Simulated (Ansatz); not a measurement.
## Debugging a many-body input for CdS (Hawleyite)

What is wrong with this input for CdS (Hawleyite)?

Program: Ansatz 0.2.0. Level of theory: G0W0 on PBE, plane waves, PAW; PAW set soft_1. Results are calculated unless marked as measured.

**1. Starting point**

Symmetry: F-43m, No. 216, cubic system. Conventional cell: a = 5.833 Å, b = 5.833 Å, c = 5.833 Å, α = 90.00°, β = 90.00°, γ = 90.00°. Nearest to Cd lie 4 S at 2.53 Å. Nearest to S lie 4 Cd at 2.53 Å. Farther neighbours and most contacts between anions are not listed.

As a file:

```cif
data_structure
_symmetry_space_group_name_H-M 'P 1'
_symmetry_Int_Tables_number 1
_cell_length_a 4.1246
_cell_length_b 4.1246
_cell_length_c 4.1246
_cell_angle_alpha 60.000
_cell_angle_beta 60.000
_cell_angle_gamma 60.000
_cell_volume 49.62
loop_
_atom_site_label
_atom_site_type_symbol
_atom_site_fract_x
_atom_site_fract_y
_atom_site_fract_z
_atom_site_occupancy
Cd1 Cd 0.00000 0.00000 0.00000 1
S2 S 0.25000 0.25000 0.25000 1
```

The cell and positions come from the Crystallography Open Database and are kept as given unless a step says otherwise.

**2. First try**

input.yaml

```yaml
crystal:
  lattice:
    - [0.0, 2.9165, 2.9165]
    - [2.9165, 0.0, 2.9165]
    - [2.9165, 2.9165, 0.0]
  atoms:
    - { symbol: Cd, position: [0.0, 0.0, 0.0] }
    - { symbol: S, position: [0.25, 0.25, 0.25] }
kpoints:
  mp_grid: { grid: [4, 4, 4] }
hamiltonian:
  xc: pbe
  pseudopotentials: { kind: paw, azcp: { folder: soft_1 } }
scf:
  occupations: { method: fixed }
gw:
  n_empty_bands: 4
  ecut_chi: 40
  qp_bands: [v2, c2]
  qp_kpoints: band_edges
  screening: { model: contour_deformation }
```

Run with:

```
$ ansatz run input.yaml --threads 3 --pin off --max-ram 92160MiB --backend cuda --events-out ev --progress --plain --runs-dir out --devices 1 --max-vram 13GiB
```

Numbers of over 12 decimals in the logs are rounded to 6 here.

The program printed:

```text
GPUs: using 1 of 1 available (devices: 1).
Engine: ansatz 0.2.0, x86_64-unknown-linux-gnu
Pseudopotentials: kind: paw
Pseudopotential: Cd, paw, valence charge 20, recommended cutoff 420 eV (normal), soft_1/Cd.paw.azcp
Pseudopotential: S, paw, valence charge 6, recommended cutoff 420 eV (normal), soft_1/S.paw.azcp
Functional definition: PBE
  parameter kappa = 0.804
  parameter beta = 0.066725
  exchange = pbe_x(kappa = kappa, mu = beta*pi^2/3)
  correlation = pbe_c(beta = beta)
device memory: the entry about to start is reckoned to put 0.8 GiB on a device that reports 49.1 GiB free (of which the cap on the GPU budget leaves the run 13.0 GiB)
GPU FFT provider: cuFFT
GPU libraries: cuBLAS 13.8.2, cuFFT 12.4.0, cuSOLVER 12.3.4
Crystal: 2 atoms, lattice volume = 49.615 Å³
Basis set: ecut = 420 eV, 941 PW (Γ)
Bands: 17, of which v1, the nominal top of the filled ones, is band 13 counted from 1 (12 counted from 0)
Symmetry: 24 space group operations
Space group: F-43m (ITA 216), of the structure as read, at distance tolerance 3.7e-5 Å
k-points: 8 of 64 (time reversal used)
Non-local potential: Cd, projectors of the file, l = 0: 3, l = 1: 2, l = 2: 2, l = 3: 1
Non-local potential: S, projectors of the file, l = 0: 2, l = 1: 2, l = 2: 1
PAW form: soft (Blöchl's): semilocal exchange-correlation on the pseudo side does not see the compensation charge
PAW one-centre angular grid: Cd, 590 points (default); XC on 64 Gauss nodes
PAW one-centre angular grid: S, 110 points (default); XC on 64 Gauss nodes
Initial density: superposition of atomic densities (chi_scale 0.1, normalization cell, long waves kept (reshape's long-wave potential 0.00 eV rms))
Initial wavefunctions: pseudopotential atomic-orbital guess
GPU buffer pool allocated for 27000 grid points (all kernels)
GPU transforms: local potential and band sums: pruned to the plane-wave sphere, on 27×27×27
Functional: x = pbe(κ = 0.804, μ = 0.219515), c = pbe(β = 0.066725)
SCF iter   1: F=—  HF=-9157.928489 eV  |F-HF|=—  |Δ(HF+E_count)|=         —  Δρ=2.88e-2  dr2=3.71e-1  ethr=3.10e-3  ⟨swp⟩=5.4  Hψ=614  notcnv=0  defer=12
preconditioner: auto → none  [insulator: Δε(μ)=1.365 eV  Ē_g=12.585 eV  n_scr=14 (ndim 8)  ℏωp=22.4 eV  f_vac=0.063  ε∞_Penn≈4.2]
SCF iter   2: F=—  HF=-9157.843325 eV  |F-HF|=—  |Δ(HF+E_count)|=   8.52e-2  Δρ=1.19e-2  dr2=3.49e-2  ethr=1.43e-3  ⟨swp⟩=2.2  Hψ=283  notcnv=0  defer=13
SCF iter   3: F=—  HF=-9157.844917 eV  |F-HF|=—  |Δ(HF+E_count)|=   1.59e-3  Δρ=4.98e-3  dr2=6.28e-3  ethr=1.34e-4  ⟨swp⟩=2.9  Hψ=208  notcnv=0  defer=13
SCF iter   4: F=—  HF=-9157.846169 eV  |F-HF|=—  |Δ(HF+E_count)|=   1.25e-3  Δρ=7.80e-4  dr2=3.57e-4  ethr=2.42e-5  ⟨swp⟩=3.0  Hψ=227  notcnv=0  defer=13
SCF iter   5: F=—  HF=-9157.846054 eV  |F-HF|=—  |Δ(HF+E_count)|=   1.14e-4  Δρ=2.17e-4  dr2=8.94e-6  ethr=1.37e-6  ⟨swp⟩=2.0  Hψ=219  notcnv=0  defer=13
SCF iter   6: F=—  HF=-9157.846062 eV  |F-HF|=—  |Δ(HF+E_count)|=   8.12e-6  Δρ=2.80e-5  dr2=2.59e-7  ethr=3.44e-8  ⟨swp⟩=2.0  Hψ=208  notcnv=0  defer=1
SCF iter   7: F=-9157.846062 eV  HF=-9157.846062 eV  |F-HF|=1.00e-8  |Δ(HF+E_count)|=   1.99e-7  Δρ=5.12e-6  dr2=8.23e-9  ethr=3.85e-10  ⟨swp⟩=5.6  Hψ=527  notcnv=0
SCF 1 converged in 7 iterations: F = -9157.846062 eV  dr2 = 8.23e-9
[...]
device memory: the entry about to start is reckoned to put 1.4 GiB on a device that reports 51.2 GiB free (of which the cap on the GPU budget leaves the run 13.0 GiB)
NSCF: frozen V_eff on 8 k-points
[...]
device memory: the entry about to start is reckoned to put 0.8 GiB on a device that reports 51.2 GiB free (of which the cap on the GPU budget leaves the run 13.0 GiB)
NSCF: frozen V_eff on 8 k-points
G₀W₀ screening: q 1/8
[... further progress lines ...]
device memory: the entry about to start is reckoned to put 0.3 GiB on a device that reports 58.8 GiB free (of which the cap on the GPU budget leaves the run 13.0 GiB)
NSCF: frozen V_eff on 1 k-points
SCF converged after 7 iterations
Free energy (F): -9157.846062 eV
Harris-Foulkes:  -9157.846062 eV  (|F-HF|=1.00e-8)
Internal energy: -9157.846062 eV  (E = F + TS)
E sigma→0 (E₀):  -9157.846062 eV
Fermi energy:    6.932550 eV
--- Per-component energies (eV) ---
  E_band       = -506.465631
  E_kinetic    = 546.557447
  E_local      = -4039.144147  (includes V_loc(G=0)·N_el)
  E_nonlocal   = 154.535333
  E_hartree    = 1838.526203
  E_xc         = -245.852747
  E_vxc        = -279.262189  (∫ρ·V_xc dr)
  E_paw        = -4707.487193  (= ΣΔE_a)
  E_vpaw       = -566.204483  (= ΣTr[D̂ρ^β])
  E_aug_tail   = 0.000342  (compensation charges beyond the density's cutoff)
  E_ewald      = -2704.981299
  E_smearing   = -0.000000  (= −TS)
  E_closure    = -0.000000  (closes the sum)
  Σ components = -9157.846062   (vs F -9157.846062, Δ=0.00e0)
--- Band table (eV; the first three rows and the last of 8) ---
  k-point 0: bands = [... 9 lower, -0.3321, 6.9325, 6.9325, 6.9325, 8.0660, 13.4450, 13.4450, 13.4450]
  k-point 1: bands = [... 9 lower, -0.3278, 4.4366, 6.5355, 6.5355, 9.7015, 13.1967, 13.9480, 13.9480]
  k-point 2: bands = [... 9 lower, 0.0500, 2.5272, 6.1801, 6.1801, 9.9329, 13.9132, 13.9132, 14.3856]
  k-point 7: bands = [... 9 lower, 0.3012, 3.0274, 4.6649, 4.7431, 12.3472, 12.3512, 14.1428, 14.9590]
--- G₀W₀: contour deformation, 7 samples at zero and on the imaginary axis and 2 off it, 64 q-points, 4 empty bands' worth ---
  eigenvalues of the whole cell's RPA ε∞ on this k-mesh (on a slab, of 1 + 4πα/V) = 10.5732, 10.5732, 10.5732; static W/v taken at q = 0 is 0.094578
  bands read: the sum over 17 bands ends inside a degenerate multiplet in 1 slot, whose members it reads at an even weight; the widest, k=6: bands 17 to 18 (counted from 1) at 1/2 each
  gw.qp_kpoints: band_edges: 6 of 8 stored k-points solved, in 1 pass; an edge of the gap read off the rows below is read off those points alone
    valence top: of the k-points left out ik 5 came nearest to being solved in a further pass, in band 13 (counted from 1, as in the quasiparticle table): it holds the edge there only if its correction is more favourable than any solved in that band by at least 0.770 eV; those differ by 0.383 eV
    conduction bottom: of the k-points left out ik 4 came nearest to being solved in a further pass, in band 14 (counted from 1, as in the quasiparticle table): it holds the edge there only if its correction is more favourable than any solved in that band by at least 2.870 eV; those differ by 1.074 eV
    ik  band        ε_KS         Σx   Σc(E_QP)       V_xc       Z   E_QP_lin       E_QP  E_QP is
     0    12      6.9325   -21.0532     3.2295   -18.1238  0.7379     7.2290     7.2327  root
     0    13      6.9325   -21.0532     3.2295   -18.1238  0.7379     7.2290     7.2327  root
     0    14      8.0660    -8.4245    -2.5149   -12.3928  0.7735     9.4456     9.5194  root
     0    15     13.4450    -6.4456    -2.7585   -11.3159  0.7709    15.4891    15.5568  root
     1    12      6.5355   -20.4407     3.2931   -17.3946  0.7340     6.7798     6.7825  root
     1    13      6.5355   -20.4407     3.2931   -17.3946  0.7340     6.7798     6.7825  root
     1    14      9.7015    -8.5876    -2.5534   -12.8432  0.7688    11.3416    11.4037  root
     1    15     13.1967    -6.9756    -2.8870   -11.7346  0.7592    15.0299    15.0688  root
     2    12      6.1801   -19.8937     3.3729   -16.7299  0.7296     6.3872     6.3891  root
     2    13      6.1801   -19.8937     3.3729   -16.7299  0.7296     6.3872     6.3891  root
     2    14      9.9329    -8.0437    -2.6399   -12.4447  0.7743    11.6299    11.6939  root
     2    15     13.9132    -6.6063    -2.8039   -11.4506  0.7653    15.8966    15.9537  root
     3    12      5.9110   -19.5521     3.3909   -16.3228  0.7269     6.0714     6.0726  root
     3    13      5.9110   -19.5521     3.3909   -16.3228  0.7269     6.0714     6.0726  root
[...]
6    15     11.2751    -8.7180    -2.6397   -13.3207  0.7713    13.1835    13.2380  root
     7    12      4.6649   -17.0538     3.5238   -13.5795  0.7079     4.7143     4.7145  root
     7    13      4.7431   -19.0587     3.6411   -15.3344  0.7099     4.6595     4.6598  root
     7    14     12.3472    -9.7616    -3.0796   -15.1687  0.7448    14.6593    14.6748  root
     7    15     12.3512    -7.3282    -2.6456   -11.4831  0.7672    13.8084    13.8605  root
```

The job ended after 5.7 s (1 × NVIDIA H100 80GB HBM3 (shared by 6 runs) with 3 threads of AMD EPYC 7R13 (Zen 3), shared host; peak memory 0.96 GiB).

**What went wrong?**

The run ended normally, though the input holds a fault or crude settings.

The fault: four empty bands in G0W0. The sums over empty states are cut off almost at the gap, so screening and correlation are far from complete.

It printed a gap of 2.29 eV, which is an artefact of the settings.

**3. A better input**

G0W0 replaces the xc potential by the self-energy, built once from these orbitals. Only a window of levels is corrected, while the sums run over the empty bands that the input names. This step takes PAW set soft_1 files.

Changes to input.yaml since step 2:

```diff
@@ -16,4 +16,4 @@
 gw:
-  n_empty_bands: 4
-  ecut_chi: 40
+  n_empty_bands: 148
+  ecut_chi: 120
   qp_bands: [v2, c2]
```

The program printed:

```text
GPUs: using 1 of 1 available (devices: 1).
[...]
GPU FFT provider: cuFFT
GPU libraries: cuBLAS 13.8.2, cuFFT 12.4.0, cuSOLVER 12.3.4
Crystal: 2 atoms, lattice volume = 49.615 Å³
Basis set: ecut = 420 eV, 941 PW (Γ)
Bands: 17, of which v1, the nominal top of the filled ones, is band 13 counted from 1 (12 counted from 0)
[... 1 set-up line as in the run before ...]
[...]
k-points: 8 of 64 (time reversal used)
[...]
GPU buffer pool allocated for 27000 grid points (all kernels)
[...]
SCF iter   1: F=—  HF=-9157.928489 eV  |F-HF|=—  |Δ(HF+E_count)|=         —  Δρ=2.88e-2  dr2=3.71e-1  ethr=3.10e-3  ⟨swp⟩=5.4  Hψ=614  notcnv=0  defer=12
[...]
SCF iter   7: F=-9157.846062 eV  HF=-9157.846062 eV  |F-HF|=1.00e-8  |Δ(HF+E_count)|=   1.99e-7  Δρ=5.12e-6  dr2=8.23e-9  ethr=3.85e-10  ⟨swp⟩=5.6  Hψ=527  notcnv=0
SCF 1 converged in 7 iterations: F = -9157.846062 eV  dr2 = 8.23e-9
[...]
0    12      6.9325   -21.0532     2.3634   -18.1238  0.7267     6.3469     6.3666  root
     0    13      6.9325   -21.0532     2.3634   -18.1238  0.7267     6.3469     6.3666  root
     0    14      8.0660    -8.4245    -3.8550   -12.3928  0.7633     8.1798     8.1792  root
     0    15     13.4450    -6.4456    -4.5549   -11.3159  0.7484    13.7654    13.7603  root
     1    12      6.5355   -20.4407     2.4437   -17.3946  0.7246     5.9096     5.9331  root
     1    13      6.5355   -20.4407     2.4437   -17.3946  0.7246     5.9096     5.9331  root
     1    14      9.7015    -8.5876    -4.0455   -12.8432  0.7554     9.9137     9.9117  root
     1    15     13.1967    -6.9756    -4.5269   -11.7346  0.7404    13.4315    13.4289  root
[...]
7    12      4.6649   -17.0538     2.7525   -13.5795  0.7076     3.9003     3.9431  root
     7    13      4.7431   -19.0587     2.9880   -15.3344  0.7089     3.9621     4.0068  root
     7    14     12.3472    -9.7616    -4.8823   -15.1687  0.7280    12.8899    12.8721  root
     7    15     12.3512    -7.3282    -4.0355   -11.4831  0.7511    12.4712    12.4706  root
[key lines of the parts left out:]
SCF converged after 7 iterations
Free energy (F): -9157.846062 eV
Fermi energy:    6.932550 eV
```

Run time: 13 s. Hardware: 1 × NVIDIA H100 80GB HBM3 (shared by 6 runs) with 3 threads; peak memory 1 GiB.

This step gave:

```
bands summed                                 : 161
RPA ε∞ on this mesh (eigenvalues)            : 10.75, 10.75, 10.75
plane waves in the screening matrix          : 169
q-points in the mesh                         : 64
G0W0 gap on the mesh                         : 1.813 eV
k of the valence top                         : 0, 0, 0
k of the conduction bottom                   : 0, 0, 0
starting gap on the mesh                     : 1.133 eV
Z at the valence top                         : 0.7267
Z at the conduction bottom                   : 0.7633
least direct G0W0 gap on the computed points : 1.813 eV
```

The gap on the mesh goes from 1.13 eV to 1.81 eV, a correction of +0.68 eV. Between the two edge states, bare exchange in place of the xc potential would open the gap by 6.90 eV, and correlation takes back 6.22 eV.

**4. Outcome**

| Item | Value |
| --- | --- |
| first try | converged after 5.7 s |
| better run | G0W0 gap on the mesh 1.81 eV (4×4×4 mesh, 148 empty bands, screening to 120 eV, PAW set soft_1 files) |

**Reading.** The second run differs in: empty bands and screening cutoff (eV). Bands and cutoff are finite, so the gap is not at the basis limit. The miss can reach some tenths of an eV and take either sign; the mesh is an error of its own. The 4×4×4 mesh is coarse for this cell (its supercell is 16 Å along the shortest edge). The RPA ε∞ on it, from the PBE start, is 10.75; such meshes misread the long-range screening, most where the gap is narrow. The many-body steps are scalar-relativistic: spin-orbit coupling is not in them.

[Paths, hosts, dates, memory and timing lines, banners, echoed tables and standing remarks are left out of the program output.]

[Logs are printed without paths, hosts, clocks, repeated set-up lines and the standing remarks that a program may print on its own settings, such as how far it seeks lower states.]

[Runs of the session that timed out or met a known fault of the program may be left out.]

[Cells called generated may have been cut or substituted from an entry of the Crystallography Open Database or the Materials Project.]

[Hosts, paths, dates, database ids (printed as entryN), source tags and the programs' standing remarks are cut or masked in the printed files.]
